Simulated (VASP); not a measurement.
# AlCo (Pm-3m) in VASP: a series of runs

Aim: see how the results for AlCo move with the level of theory and the settings. Levels: PBE, PBEsol. Tasks: single point.

All numbers are computed with VASP 6.6.1; they aren't measurements. Logs are shortened: lines on timing, memory, paths and dates and some standing lists are left out, and cuts for length are marked.

### 1 The structure

Symmetry: Pm-3m, No. 221, cubic system. Conventional cell: a = 2.819 Å, b = 2.819 Å, c = 2.819 Å, α = 90.00°, β = 90.00°, γ = 90.00°. Co (site symmetry m-3m) has 8 Al at 2.44 Å as nearest neighbours. Around Al (site symmetry m-3m) lie 8 Co at 2.44 Å.

The cell is a database's computed one.

### 2 Single point, PBE, collinear spin, ferromagnetic start

INCAR

```
ALGO = Normal
EDIFF = 1E-7
ENCUT = 520
GGA = PE
ISIF = 2
ISMEAR = -1
ISPIN = 2
LASPH = T
LCHARG = F
LMAXMIX = 4
LORBIT = 11
LREAL = F
LWAVE = F
MAGMOM = 2 0
NBANDS = 17
NELM = 100
PREC = Accurate
SIGMA = 0.05
```

KPOINTS

```
k-points
0
Gamma
  9 9 9
```

POSCAR

```
AlCo
1.0
    2.8194032100      0.0000000000      0.0000000000
    0.0000000000      2.8194032100      0.0000000000
    0.0000000000      0.0000000000      2.8194032100
Co Al
1 1
Direct
    0.5000000000      0.5000000000      0.5000000000
    0.0000000000      0.0000000000      0.0000000000
```

Potentials or basis: VASP PAW PBE potentials, release 64 (Co, Al).

The run is started by

```
$ cat potpaw_PBE.64/Co/POTCAR potpaw_PBE.64/Al/POTCAR > POTCAR
$ mpirun -np 1 vasp_std > vasp.out
```

OUTCAR:

```text
EDIFF = 1E-7
   ENCUT = 520
   GGA = PE
   ISIF = 2
   ISMEAR = -1
   ISPIN = 2
   LASPH = T
   LORBIT = 11
   LREAL = F
   NELM = 100
   PREC = Accurate

 ion  position               nearest neighbor table
   1  0.500  0.500  0.500-   2 2.44   2 2.44   2 2.44   2 2.44   2 2.44   2 2.44   2 2.44   2 2.44

   2  0.000  0.000  0.000-   1 2.44   1 2.44   1 2.44   1 2.44   1 2.44   1 2.44   1 2.44   1 2.44

  LATTYP: Found a simple cubic cell.
 ALAT       =     2.8194032100

  Lattice vectors:

 A1 = (   2.8194032100,   0.0000000000,   0.0000000000)
 A2 = (   0.0000000000,   2.8194032100,   0.0000000000)
 A3 = (   0.0000000000,   0.0000000000,   2.8194032100)

Analysis of symmetry for initial positions (statically):
=====================================================================
 Subroutine PRICEL returns:
 Original cell was already a primitive cell.

 Routine SETGRP: Setting up the symmetry group for a
 simple cubic supercell.

 Subroutine GETGRP returns: Found 48 space group operations
 (whereof 48 operations were pure point group operations)
 out of a pool of 48 trial point group operations.

The static configuration has the point symmetry O_h .

Analysis of symmetry for dynamics (positions and initial velocities):
=====================================================================
 Subroutine PRICEL returns:
 Original cell was already a primitive cell.

 Routine SETGRP: Setting up the symmetry group for a
 simple cubic supercell.

 Subroutine GETGRP returns: Found 48 space group operations
 (whereof 48 operations were pure point group operations)
 out of a pool of 48 trial point group operations.

The dynamic configuration has the point symmetry O_h .

Analysis of structural, dynamic, and magnetic symmetry:
=====================================================================
 Subroutine PRICEL returns:
 Original cell was already a primitive cell.

 Routine SETGRP: Setting up the symmetry group for a
 simple cubic supercell.

 Subroutine GETGRP returns: Found 48 space group operations
 (whereof 48 operations were pure point group operations)
 out of a pool of 48 trial point group operations.

The overall configuration has the point symmetry O_h .

 Subroutine INISYM returns: Found 48 space group operations
 (whereof 48 operations are pure point group operations),
 and found     1 'primitive' translations

----------------------------------------------------------------------------------------

                                     Primitive cell

  volume of cell :      22.4115
[... 127 lines left out ...]
   IVDW    =     0    specifies the selected vdW correction
   LEPSILON=     F    determine dielectric tensor
   LRPA    =     F    only Hartree local field effects (RPA)
 spin polarized calculation
  energy-cutoff  :      520.00
  volume of cell :       22.41
 maximum number of plane-waves:       619
 NGX is ok and might be reduce to    24
   NGX = 11   NGY = 11   NGZ = 11

 number of electron      11.9999996 magnetization      -0.0052733

 number of electron      11.9999996 magnetization       0.0000101

 Free energy of the ion-electron system (eV)
  ---------------------------------------------------
  ext. energy  EPLUGINS =         0.00000000
  ---------------------------------------------------
  free energy    TOTEN  =       -11.97947798 eV

  energy without entropy =      -11.97515334  energy(sigma->0) =      -11.97731566

 E-fermi :  11.0127     XC(G=0): -12.4233

 val. band max:       10.9618146192   @ k =   0.4444   0.4444   0.1111
 cond. band min:      11.1328117581   @ k =   0.4444   0.3333   0.0000
 fundamental gap:      0.1709971389
 Fermi energy:        11.0127164825

 spin component 1

 k-point     1 :       0.0000    0.0000    0.0000
  band No.  band energies     occupation
      1      -0.2807      1.00000
      2       7.9107      1.00000
      3       7.9107      1.00000
      4      10.1377      1.00000
      5      10.1377      1.00000
      6      10.1377      1.00000
[... 676 lines left out ...]
      3       7.0063      1.00000
      4      10.6056      0.99971
      5      10.6056      0.99971
      6      12.2654      0.00000
[... 9 lines left out ...]
     16      42.5494      0.00000
     17      42.5501      0.00000
 Fermi energy:        11.0127164825

 spin component 2

 k-point     1 :       0.0000    0.0000    0.0000
  band No.  band energies     occupation
      1      -0.2807      1.00000
      2       7.9108      1.00000
      3       7.9108      1.00000
      4      10.1377      1.00000
      5      10.1377      1.00000
      6      10.1377      1.00000
[... 677 lines left out ...]
      4      10.6057      0.99971
      5      10.6057      0.99971
      6      12.2654      0.00000
[... 9 lines left out ...]
     16      42.5493      0.00000
     17      42.5608      0.00000

------------------------ aborting loop because EDIFF is reached ----------------------------------------

  FORCE on cell =-STRESS in cart. coord.  units (eV):
  Direction    XX          YY          ZZ          XY          YZ          ZX
  --------------------------------------------------------------------------------------
  -------------------------------------------------------------------------------------
  Total        0.9147297      0.9147297      0.9147297      0.0000000      0.0000000      0.0000000
  in kB       65.3930776     65.3930776     65.3930776      0.0000000      0.0000000      0.0000000
  external PRESSURE =      65.3930776 kB  Pullay stress =       0.0000000 kB

 VOLUME and BASIS-vectors are now :
 -----------------------------------------------------------------------------
  energy-cutoff  :      520.00
  volume of cell :       22.41
      direct lattice vectors                 reciprocal lattice vectors
     2.819403210  0.000000000  0.000000000     0.354684990  0.000000000  0.000000000
     0.000000000  2.819403210  0.000000000     0.000000000  0.354684990  0.000000000
     0.000000000  0.000000000  2.819403210     0.000000000  0.000000000  0.354684990

 POSITION                                       TOTAL-FORCE (eV/Angst)
 -----------------------------------------------------------------------------------
      1.40970      1.40970      1.40970         0.000000      0.000000      0.000000
      0.00000      0.00000      0.00000         0.000000      0.000000      0.000000
 -----------------------------------------------------------------------------------
    total drift:                                0.000000     -0.000000     -0.000000

  FREE ENERGIE OF THE ION-ELECTRON SYSTEM (eV)
  ---------------------------------------------------
  free  energy   TOTEN  =       -11.9794779845 eV

  energy  without entropy=      -11.9751533430  energy(sigma->0) =      -11.97731566

 total charge

# of ion       s       p       d       tot
------------------------------------------
    1        0.446   0.534   7.533   8.513
    2        0.399   0.443   0.000   0.842
--------------------------------------------------
tot          0.845   0.978   7.533   9.355

 magnetization (x)

# of ion       s       p       d       tot
------------------------------------------
    1       -0.000  -0.000   0.000   0.000
    2       -0.000  -0.000   0.000  -0.000
--------------------------------------------------
tot         -0.000  -0.000   0.000   0.000
```

It took 15 s on 1 thread of Intel Xeon Platinum 8488C (Sapphire Rapids), shared host; peak memory 0.15 GiB.

What came out:

* Free energy: -11.9795 eV
* Pressure: 6.5 GPa
* Band gap on the k mesh: none (metal or under the smearing width)
* Net moment: 0.00 μB per cell
* Valence electrons inside the program's atomic spheres: Co 8.51; Al 0.84

Caveat: the starting moments collapsed, and a magnetic state may lie lower.

### 3 Single point, PBE, collinear spin, ferromagnetic start (atoms moved at random, drawn with an rms of 0.05 Å)

INCAR

```
  ALGO = Normal
  EDIFF = 1E-7
  ENCUT = 520
  GGA = PE
  ISIF = 2
  ISMEAR = -1
  ISPIN = 2
  LASPH = T
  LCHARG = F
  LMAXMIX = 4
  LORBIT = 11
  LREAL = F
  LWAVE = F
  MAGMOM = 2 0
  NBANDS = 17
  NELM = 120
  PREC = Accurate
  SIGMA = 0.05
```

KPOINTS is that of step 2.

POSCAR

```
AlCo
1.0
    2.8194032100      0.0000000000      0.0000000000
    0.0000000000      2.8194032100      0.0000000000
    0.0000000000      0.0000000000      2.8194032100
Co Al
1 1
Direct
    0.5188250000      0.4935050000      0.4987670000
   -0.0089450000     -0.0064180000     -0.0021340000
```

Potentials or basis: VASP PAW PBE potentials, release 64 (Co, Al).

The run is started by

```
$ cat potpaw_PBE.64/Co/POTCAR potpaw_PBE.64/Al/POTCAR > POTCAR
$ mpirun -np 1 vasp_std > vasp.out
```

It took 2.3 min on 1 thread of Intel Xeon Platinum 8488C (Sapphire Rapids), shared host; peak memory 0.32 GiB.

Results (log left out):

- Free energy: -11.9543 eV
- Pressure: 7.0 GPa
- Largest force: 0.644 eV/Å
- Band gap on the k mesh: none (metal or under the smearing width)
- Net moment: 0.00 μB per cell
- Valence electrons inside the program's atomic spheres: Co 8.52; Al 0.84

Forces on the atoms (eV/Å):
```
Co  -0.643  0.002 -0.021
Al   0.643 -0.002  0.021
```

Stress tensor (GPa, compression positive):
```
6.77 0.00 0.04
0.00 7.18 0.00
0.04 0.00 7.18
```

Levels at points of the mesh, in eV from the Fermi level:
Spin up:
| k point | band 3 | band 4 | band 5 | band 6 | band 7 | band 8 | band 9 | band 10 |
| --- | --- | --- | --- | --- | --- | --- | --- | --- |
| (0.00, 0.00, 0.00) | -3.10 | -0.88 | -0.88 | -0.88 | 6.14 | 6.14 | 6.14 | 8.88 |
Spin down:
| k point | band 3 | band 4 | band 5 | band 6 | band 7 | band 8 | band 9 | band 10 |
| --- | --- | --- | --- | --- | --- | --- | --- | --- |
| (0.00, 0.00, 0.00) | -3.10 | -0.88 | -0.88 | -0.88 | 6.14 | 6.14 | 6.14 | 8.88 |

Caveat: the starting moments collapsed, and a magnetic state may lie lower.

### 4 Single point, PBEsol, collinear spin, ferromagnetic start

INCAR

```
  PREC = Accurate
  ENCUT = 520
  EDIFF = 1E-7
  ISMEAR = -1
  SIGMA = 0.05
  LREAL = F
  LASPH = T
  NELM = 120
  ALGO = Normal
  ISIF = 2
  LWAVE = F
  LCHARG = T
  ISPIN = 2
  MAGMOM = 2 0
  LORBIT = 11
  LMAXMIX = 4
  GGA = PS
  LELF = T
  LVHAR = T
  NBANDS = 17
```

KPOINTS

```
regular mesh
0
Gamma
  9 9 9
```

POSCAR

```
AlCo
1.0
    2.8194032100      0.0000000000      0.0000000000
    0.0000000000      2.8194032100      0.0000000000
    0.0000000000      0.0000000000      2.8194032100
Co Al
1 1
Direct
    0.5000000000      0.5000000000      0.5000000000
    0.0000000000      0.0000000000      0.0000000000
```

The run is started by

```
$ cat potpaw_PBE.64/Co/POTCAR potpaw_PBE.64/Al/POTCAR > POTCAR
$ mpirun -np 1 vasp_std > vasp.out
```

It took 16 s on 1 thread of AMD EPYC 9R45 (Zen 5), shared host; peak memory 0.13 GiB.

Results (log left out):

| Item | Value |
| --- | --- |
| Free energy | -13.0877 eV |
| Pressure | 0.7 GPa |
| Band gap on the k mesh | none (metal or under the smearing width) |
| Net moment | 0.00 μB per cell |
| Valence electrons inside the program's atomic spheres | Co 8.52; Al 0.84 |

Levels at points of the mesh, in eV from the Fermi level:
Spin up:
| k point | band 3 | band 4 | band 5 | band 6 | band 7 | band 8 | band 9 | band 10 |
| --- | --- | --- | --- | --- | --- | --- | --- | --- |
| (0.00, 0.00, 0.00) | -3.11 | -0.84 | -0.84 | -0.84 | 6.14 | 6.14 | 6.14 | 8.90 |
Spin down:
```csv
k point,band 3,band 4,band 5,band 6,band 7,band 8,band 9,band 10
"(0.00, 0.00, 0.00)",-3.11,-0.84,-0.84,-0.84,6.14,6.14,6.14,8.90
```

Caveat: the starting moments collapsed, and a magnetic state may lie lower; the PAW data sets were made with another functional, which shifts forces and pressure a little.

### 5 Single point, PBEsol, collinear spin, ferromagnetic start (atoms moved at random, drawn with an rms of 0.05 Å)

INCAR is that of step 4.

KPOINTS is that of step 4.

POSCAR

```
AlCo
1.0
    2.8194032100      0.0000000000      0.0000000000
    0.0000000000      2.8194032100      0.0000000000
    0.0000000000      0.0000000000      2.8194032100
Co Al
1 1
Direct
    0.5188250000      0.4935050000      0.4987670000
   -0.0089450000     -0.0064180000     -0.0021340000
```

Potentials or basis: VASP PAW PBE potentials, release 64 (Co, Al).

The run is started by

```
$ cat potpaw_PBE.64/Co/POTCAR potpaw_PBE.64/Al/POTCAR > POTCAR
$ mpirun -np 1 vasp_std > vasp.out
```

OUTCAR:

```text
PREC = Accurate
   ENCUT = 520
   EDIFF = 1E-7
   ISMEAR = -1
   LREAL = F
   LASPH = T
   NELM = 120
   ISIF = 2
   ISPIN = 2
   LORBIT = 11
   GGA = PS

 ion  position               nearest neighbor table
   1  0.519  0.494  0.499-   2 2.40   2 2.40   2 2.40   2 2.40   2 2.49   2 2.49   2 2.49   2 2.49

   2  0.991  0.994  0.998-   1 2.40   1 2.40   1 2.40   1 2.40   1 2.49   1 2.49   1 2.49   1 2.49

  LATTYP: Found a simple cubic cell.
 ALAT       =     2.8194032100

  Lattice vectors:

 A1 = (   2.8194032100,   0.0000000000,   0.0000000000)
 A2 = (   0.0000000000,   2.8194032100,   0.0000000000)
 A3 = (   0.0000000000,   0.0000000000,   2.8194032100)

Analysis of symmetry for initial positions (statically):
=====================================================================
 Subroutine PRICEL returns:
 Original cell was already a primitive cell.

 Routine SETGRP: Setting up the symmetry group for a
 simple cubic supercell.

[... 681 lines left out ...]
      4      10.0221      1.00000
      5      10.0301      1.00000
      6      10.0301      1.00000
[... 459 lines left out ...]
      6       9.9566      1.00000
[... 9 lines left out ...]
     16      31.2046      0.00000
     17      33.6413      0.00000

 [... further k-points ...]

------------------------ aborting loop because EDIFF is reached ----------------------------------------

  FORCE on cell =-STRESS in cart. coord.  units (eV):
  Direction    XX          YY          ZZ          XY          YZ          ZX
  --------------------------------------------------------------------------------------
  -------------------------------------------------------------------------------------
  Total        0.1389577      0.1927035      0.1926557     -0.0004270     -0.0000054      0.0051929
  in kB        9.9339408     13.7761771     13.7727545     -0.0305254     -0.0003858      0.3712353
  external PRESSURE =      12.4942908 kB  Pullay stress =       0.0000000 kB

 VOLUME and BASIS-vectors are now :
 -----------------------------------------------------------------------------
  energy-cutoff  :      520.00
  volume of cell :       22.41
      direct lattice vectors                 reciprocal lattice vectors
     2.819403210  0.000000000  0.000000000     0.354684990  0.000000000  0.000000000
     0.000000000  2.819403210  0.000000000     0.000000000  0.354684990  0.000000000
     0.000000000  0.000000000  2.819403210     0.000000000  0.000000000  0.354684990

 POSITION                                       TOTAL-FORCE (eV/Angst)
 -----------------------------------------------------------------------------------
      1.46278      1.39139      1.40623        -0.627258      0.001759     -0.020753
      2.79418      2.80131      2.81339         0.627258     -0.001759      0.020753
 -----------------------------------------------------------------------------------
    total drift:                               -0.000076     -0.000028     -0.000011

  FREE ENERGIE OF THE ION-ELECTRON SYSTEM (eV)
  ---------------------------------------------------
  free  energy   TOTEN  =       -13.0630728414 eV

  energy  without entropy=      -13.0587591776  energy(sigma->0) =      -13.06091601

 total charge

# of ion       s       p       d       tot
------------------------------------------
    1        0.449   0.536   7.539   8.523
    2        0.399   0.443   0.000   0.842
--------------------------------------------------
tot          0.848   0.979   7.539   9.365

 magnetization (x)

# of ion       s       p       d       tot
------------------------------------------
    1        0.000   0.000  -0.000  -0.000
    2       -0.000   0.000   0.000  -0.000
--------------------------------------------------
tot         -0.000   0.000  -0.000  -0.000
```

Run time: 2.4 min. Hardware: 1 thread of AMD EPYC 9R45 (Zen 5), shared host; peak memory 0.29 GiB.

Results:

| Property | Result |
| --- | --- |
| Free energy | -13.0631 eV |
| Pressure | 1.2 GPa |
| Largest force | 0.628 eV/Å |
| Band gap on the k mesh | none (metal or under the smearing width) |
| Net moment | 0.00 μB per cell |
| Valence electrons inside the program's atomic spheres | Co 8.52; Al 0.84 |

Forces on the atoms (eV/Å):
```
Co  -0.627  0.002 -0.021
Al   0.627 -0.002  0.021
```

Caveat: the starting moments collapsed, and a magnetic state may lie lower; the PAW data sets were made with another functional, which shifts forces and pressure a little.
